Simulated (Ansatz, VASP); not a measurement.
# InSb (honeycomb InSb, 2 layers, AA' stacking) in two plane-wave programs, part 2 of 2

Wanted: the spread between two codes on one cell, functional and k mesh. Of the first pair: The structure shown is the start of the Ansatz relaxation below; VASP solves that cell, so the two are compared at the walk's first step.

VASP 6.6.1 and Ansatz 0.2.0.

So far: The starting structure; Ansatz: relaxation, PBE with D3(BJ); VASP: single point, PBE with D3(BJ), start cell, pair 1.

**4. Differences**

Known differences besides the potentials themselves: the data sets hold 56 valence electrons in Ansatz (on its default PAW (the set named soft_2) files) and 36 in VASP; the cutoff is 420 eV in Ansatz and 400 eV in VASP. Total energies have different zeros and are not compared.

Forces (eV/Å; atoms numbered as in POSCAR):

```tsv
atom	Ansatz x, y, z	VASP x, y, z
Sb1	0.000, 0.000, -0.205	0.000, 0.000, -0.205
Sb2	0.000, 0.000, -0.175	0.000, 0.000, -0.178
In3	0.000, 0.000, 0.446	0.000, 0.000, 0.446
In4	0.000, 0.000, -0.067	0.000, 0.000, -0.063
```

The forces differ by 1.5 meV/Å r.m.s., which is 1.0 % of the r.m.s. force of 0.152 eV/Å (both taken over all components). With vacuum in the cell, a pressure given here is an average over mostly empty space and none of the material.

**5. Ansatz: relaxation, PBE with D3(BJ)**

This run makes the geometry at which the two programs are then compared.

The structure compared here is the end of the Ansatz relaxation.

File input.yaml:

```yaml
crystal:
  lattice:
    - [4.65, 0.0, 0.0]
    - [-2.325, 4.0270181276, 0.0]
    - [0.0, 0.0, 21.8]
  atoms:
    - { symbol: Sb, position: [0.6666666667, 0.3333333333, 0.3899082569] }
    - { symbol: In, position: [0.3333333333, 0.6666666667, 0.4243119266] }
    - { symbol: Sb, position: [0.3333333333, 0.6666666667, 0.5756880734] }
    - { symbol: In, position: [0.6666666667, 0.3333333333, 0.6100917431] }
kpoints:
  mp_grid: { grid: [6, 6, 1] }
hamiltonian:
  xc: pbe
  dispersion: d3bj
scf:
  occupations: { method: fermi_dirac, width: 0.05 }
  convergence: { dr2_threshold: 1.0e-08 }
efield:
  axis: 3
  dipole_correction: true
  ramp_position: 0.97
  ramp_width: 0.04
relax:
  f_tol: 0.01
  cell: { fix: [c, alpha, beta] }
output:
  write_potential: true
  write_density: true
  volumetric_format: npy
```

On the command line:

```
> ansatz run input.yaml --threads 4 --pin off --max-ram 8192MiB --backend cpu --events-out ev --progress --plain --runs-dir out
```

Numbers of over 12 decimals in the logs are rounded to 6 here.

The log of the run:

```text
[...]
Crystal: 4 atoms, lattice volume = 408.219 Å³
Basis set: ecut = 420 eV, 8011 PW (Γ), exchange–correlation on 64×64×300 points (8 copies of the dense FFT grid, shifted against one another)
[...]
cell:  # Å, volume = 413.3278 Å³
    - [4.679007, 0, 0]
    - [-2.339504, 4.052139, 0]
    - [0, 0, 21.8]
  atoms:
    - { symbol: Sb, position: [0.666667, 0.333333, 0.392519] }
    - { symbol: In, position: [0.333333, 0.666667, 0.432903] }
    - { symbol: Sb, position: [0.333333, 0.666667, 0.572031] }
    - { symbol: In, position: [0.666667, 0.333333, 0.602547] }
[key lines of the parts left out:]
SCF converged after 3 iterations
Free energy (F): -24164.720815 eV
Fermi energy:    -0.455992 eV
Dipole field:    D = 0.078686 V/Å  (p = 0.179735 e·Å, saw-weighted, corrected)
Work function:   Φ+ = 3.4485 eV   Φ− = 5.1639 eV
P = ⅓ Tr σ = -0.0061 GPa (-0.061 kbar)
```

**6. VASP: single point, PBE with D3(BJ), relaxed cell, pair 2**

The same cell, functional, mesh and smearing now go to VASP, with its own data sets.

File INCAR:

```
SYSTEM = InSb
PREC = Accurate
ENCUT = 500
EDIFF = 1E-06
NELM = 120
ISMEAR = -1
SIGMA = 0.05
LREAL = .FALSE.
ALGO = Normal
GGA = PE
IVDW = 12
NBANDS = 24
LORBIT = 11
LWAVE = .FALSE.
LCHARG = .FALSE.
ISIF = 2
LDIPOL = .TRUE.
IDIPOL = 3
DIPOL = 0.5 0.5 0.5
LVHAR = .TRUE.
LASPH = .TRUE.
GGA_COMPAT = .FALSE.
NELMDL = -8
KPAR = 2
```

File POSCAR:

```
InSb
1.0
    4.6790072986      0.0000000000      0.0000000000
   -2.3395036493      4.0521391850      0.0000000000
    0.0000000000      0.0000000000     21.8000000000
Sb In
2 2
Direct
    0.6666666667      0.3333333333      0.3925185136
    0.3333333334      0.6666666666      0.5720309533
    0.3333333334      0.6666666666      0.4329033081
    0.6666666667      0.3333333333      0.6025472249
```

File KPOINTS:

```
Automatic mesh
0
Gamma
6 6 1
0 0 0
```

Potentials, in the order of the species: Sb and In_d (PBE family, release 64).

On the command line:

```
> mpirun -np 2 vasp_std
```

The log of the run:

```text
[... set-up lines as in an earlier step ...]
 entering main loop
       N       E                     dE             d eps       ncg     rms          rms(c)
DAV:   1     0.268725123169E+03    0.26873E+03   -0.13870E+04   360   0.114E+03
DAV:   2     0.935318302264E+01   -0.25937E+03   -0.25508E+03   384   0.290E+02
DAV:   3    -0.124053086510E+02   -0.21758E+02   -0.21678E+02   440   0.115E+02
DAV:   4    -0.131395781520E+02   -0.73427E+00   -0.73399E+00   408   0.265E+01
[...]
DAV:  25    -0.125869891116E+02   -0.22271E-05   -0.10636E-07   304   0.201E-03    0.595E-04
DAV:  26    -0.125869939380E+02   -0.48264E-05   -0.28563E-07   264   0.132E-03    0.414E-04
DAV:  27    -0.125869948363E+02   -0.89834E-06   -0.34810E-08   288   0.932E-04
   1 F= -.13446489E+02 E0= -.13443016E+02  d E =-.694673E-02
```

Parts of OUTCAR (step 6):

```text
 Edisp (eV)   -0.85949

  Total      -0.03128    -0.03128    -0.03610     0.00000     0.00000    -0.00000
  in kB      -0.12123    -0.12123    -0.13992     0.00000     0.00000    -0.00000
  external pressure =       -0.13 kB  Pullay stress =        0.00 kB

 POSITION                                       TOTAL-FORCE (eV/Angst)
 -----------------------------------------------------------------------------------
      2.33950      1.35071      8.55690         0.000000     -0.000000      0.001760
      0.00000      2.70143     12.47027         0.000000     -0.000000     -0.009409
      0.00000      2.70143      9.43729        -0.000000     -0.000000      0.004403
      2.33950      1.35071     13.13553         0.000000      0.000000      0.003246
 -----------------------------------------------------------------------------------
    total drift:                               -0.000000     -0.000000     -0.002155

  FREE ENERGIE OF THE ION-ELECTRON SYSTEM (eV)
  ---------------------------------------------------
  free  energy   TOTEN  =       -13.4464890277 eV

  energy  without entropy=      -13.4395423027  energy(sigma->0) =      -13.44301567

[... 1 part as in an earlier step ...]

[... 2 further parts left out ...]
[key lines of the parts left out:]
E-fermi :  -1.1965
```

**7. Comparison**

What differs besides the data sets and the points named for the pairs above, as far as they apply: the data sets hold 56 valence electrons in Ansatz (on its default PAW (the set named soft_2) files) and 36 in VASP; the cutoff is 420 eV in Ansatz and 500 eV in VASP; Ansatz's pressure holds a Pulay correction, VASP's none. Total energies have different zeros and are not compared.

The two programs side by side:

```tsv
quantity	Ansatz	VASP	difference
pressure (GPa)	-0.01	-0.01	+0.01
work function, lower of the two faces (eV)	3.45	3.46	-0.01
work function, higher of the two faces (eV)	5.16	5.17	0.00
```

At this near-relaxed geometry the largest component of a force difference is 5 meV/Å. With vacuum in the cell, a pressure given here is an average over mostly empty space and none of the material.

**8. Ansatz: relaxation, PBE with D3(BJ)**

The two programs are compared at the cell with which this relaxation starts, whose forces are those of its first step. This pair takes another cell of the material, with 6 atoms against 4 for the pair before.

The structure compared here is the start of the Ansatz relaxation; VASP solves that cell, so the two are compared at the walk's first step.

input.yaml, the sections that differ from step 5:

```yaml
crystal:
  lattice:
    - [4.65, 0.0, 0.0]
    - [-2.325, 4.0270181276, 0.0]
    - [0.0, 0.0, 25.85]
  atoms:
    - { symbol: Sb, position: [0.6666666667, 0.3333333333, 0.3288201161] }
    - { symbol: In, position: [0.3333333333, 0.6666666667, 0.3578336557] }
    - { symbol: Sb, position: [0.3333333333, 0.6666666667, 0.4854932302] }
    - { symbol: In, position: [0.6666666667, 0.3333333333, 0.5145067698] }
    - { symbol: Sb, position: [0.6666666667, 0.3333333333, 0.6421663443] }
    - { symbol: In, position: [0.3333333333, 0.6666666667, 0.6711798839] }
# kpoints, hamiltonian, scf, efield, relax, output: as in step 5
```

On the command line:

```
> ansatz run input.yaml --threads 4 --pin off --max-ram 8192MiB --backend cpu --events-out ev --progress --plain --runs-dir out
```

The log of the run:

```text
[...]
Crystal: 6 atoms, lattice volume = 484.058 Å³
Basis set: ecut = 420 eV, 9477 PW (Γ), exchange–correlation on 64×64×360 points (8 copies of the dense FFT grid, shifted against one another)
[...]
- [0, 0, 25.85]
  atoms:
    - { symbol: Sb, position: [0.666667, 0.333333, 0.334379] }
    - { symbol: In, position: [0.333333, 0.666667, 0.371192] }
    - { symbol: Sb, position: [0.333333, 0.666667, 0.484347] }
    - { symbol: In, position: [0.666667, 0.333333, 0.517311] }
    - { symbol: Sb, position: [0.666667, 0.333333, 0.631236] }
    - { symbol: In, position: [0.333333, 0.666667, 0.661536] }
[key lines of the parts left out:]
SCF converged after 3 iterations
Free energy (F): -36247.688333 eV
Fermi energy:    0.599330 eV
Dipole field:    D = 0.072285 V/Å  (p = 0.194080 e·Å, saw-weighted, corrected)
Work function:   Φ+ = 3.3669 eV   Φ− = 5.2355 eV
P = ⅓ Tr σ = -0.0030 GPa (-0.030 kbar)
```

**9. VASP: single point, PBE with D3(BJ), start cell, pair 3**

The same cell, functional, mesh and smearing now go to VASP, with its own data sets.

Edit INCAR of step 6 so:

```diff
@@ -2,3 +2,3 @@
 PREC = Accurate
-ENCUT = 500
+ENCUT = 400
 EDIFF = 1E-06
@@ -11,3 +11,3 @@
 IVDW = 12
-NBANDS = 24
+NBANDS = 33
 LORBIT = 11
```

File POSCAR:

```
InSb
1.0
    4.6500000000      0.0000000000      0.0000000000
   -2.3250000000      4.0270180000      0.0000000000
    0.0000000000      0.0000000000     25.8500000000
Sb In
3 3
Direct
    0.6666666253      0.3333332506      0.3288201161
    0.3333332920      0.6666665839      0.4854932302
    0.6666666253      0.3333332506      0.6421663443
    0.3333332920      0.6666665839      0.3578336557
    0.6666666253      0.3333332506      0.5145067698
    0.3333332920      0.6666665839      0.6711798839
```

KPOINTS is that of step 6.

On the command line:

```
> mpirun -np 2 vasp_std
```

The log of the run:

```text
[banner, memory and clock lines left out]
running    2 mpi-ranks, on    1 nodes
[...]
LDA part: xc-table for (Slater+PW92), standard interpolation
 POSCAR, INCAR and KPOINTS ok, starting setup
[...]
entering main loop
       N       E                     dE             d eps       ncg     rms          rms(c)
DAV:   1     0.388227205251E+03    0.38823E+03   -0.19438E+04   526   0.112E+03
DAV:   2     0.138328254935E+02   -0.37439E+03   -0.36968E+03   524   0.309E+02
DAV:   3    -0.186837421937E+02   -0.32517E+02   -0.32341E+02   563   0.129E+02
DAV:   4    -0.198355291425E+02   -0.11518E+01   -0.11503E+01   555   0.290E+01
[...]
DAV:  36    -0.191166634435E+02    0.64358E-05   -0.30691E-05   410   0.996E-03    0.135E-02
DAV:  37    -0.191166538902E+02    0.95533E-05   -0.37477E-05   402   0.105E-02    0.550E-03
DAV:  38    -0.191166542505E+02   -0.36027E-06   -0.31504E-06   409   0.510E-03
   1 F= -.20537457E+02 E0= -.20528700E+02  d E =-.175132E-01
```

OUTCAR, selected parts (step 9):

```text
 Edisp (eV)   -1.42080

  Total       1.01602     1.01602    -2.55385     0.00000     0.00000    -0.00000
  in kB       3.36291     3.36291    -8.45297     0.00000     0.00000    -0.00000
  external pressure =       -0.58 kB  Pullay stress =        0.00 kB

 POSITION                                       TOTAL-FORCE (eV/Angst)
 -----------------------------------------------------------------------------------
      2.32500      1.34234      8.50000         0.000000     -0.000000     -0.287229
      0.00000      2.68468     12.55000        -0.000000      0.000000     -0.508465
      2.32500      1.34234     16.60000         0.000000      0.000000     -0.374608
      0.00000      2.68468      9.25000        -0.000000      0.000000      0.707385
      2.32500      1.34234     13.30000         0.000000     -0.000000      0.496122
      0.00000      2.68468     17.35000        -0.000000      0.000000     -0.033205
 -----------------------------------------------------------------------------------
    total drift:                                0.000000      0.000533      0.002886

  FREE ENERGIE OF THE ION-ELECTRON SYSTEM (eV)
  ---------------------------------------------------
  free  energy   TOTEN  =       -20.5374565288 eV

  energy  without entropy=      -20.5199433033  energy(sigma->0) =      -20.52869992

[... 3 further parts left out ...]
[key lines of the parts left out:]
E-fermi :  -0.3417
```

**10. Differences**

What differs besides the data sets and the points named for the pairs above, as far as they apply: the data sets hold 84 valence electrons in Ansatz (on its default PAW (the set named soft_2) files) and 54 in VASP. Total energies have different zeros and are not compared.

Forces (eV/Å; atoms numbered as in POSCAR):

```tsv
atom	Ansatz x, y, z	VASP x, y, z
Sb1	0.000, 0.000, -0.291	0.000, 0.000, -0.287
Sb2	0.000, 0.000, -0.504	0.000, 0.000, -0.508
Sb3	0.000, 0.000, -0.369	0.000, 0.000, -0.375
In4	0.000, 0.000, 0.710	0.000, 0.000, 0.707
In5	0.000, 0.000, 0.491	0.000, 0.000, 0.496
In6	0.000, 0.000, -0.037	0.000, 0.000, -0.033
```

The forces differ by 2.5 meV/Å r.m.s., which is 1.0 % of the r.m.s. force of 0.261 eV/Å (both taken over all components). With vacuum in the cell, a pressure given here is an average over mostly empty space and none of the material.

**11. Outcome**

```
r.m.s. force difference (single point, PBE with D3(BJ), start cell, pair 1)                               : 1.5 meV/Å
difference in work function, lower of the two faces (single point, PBE with D3(BJ), relaxed cell, pair 2) : -0.0070 eV
r.m.s. force difference (single point, PBE with D3(BJ), start cell, pair 3)                               : 0.97 % of the r.m.s. force
```

The r.m.s. force difference is 0.97 % of the r.m.s. force (single point, PBE with D3(BJ), start cell, pair 3), within the 3 % picked in this series as the mark of a large difference. The data sets hold unlike numbers of valence electrons (56 in Ansatz and 36 in VASP and 84 in Ansatz and 54 in VASP), so part of the differences comes from the potentials. 2 further runs of this series are not shown here. How closely two codes agree says nothing of how well the functional describes the real material.

[Lines on the potential files, build, host, timing and source positions are cut from VASP's logs without a mark.]

[Logs are printed without paths, hosts, clocks, repeated set-up lines and the standing remarks that a program may print on its own settings, such as how far it seeks lower states.]

[Hosts, paths, dates, database ids (printed as entryN), source tags and the programs' standing remarks are cut or masked in the printed files.]
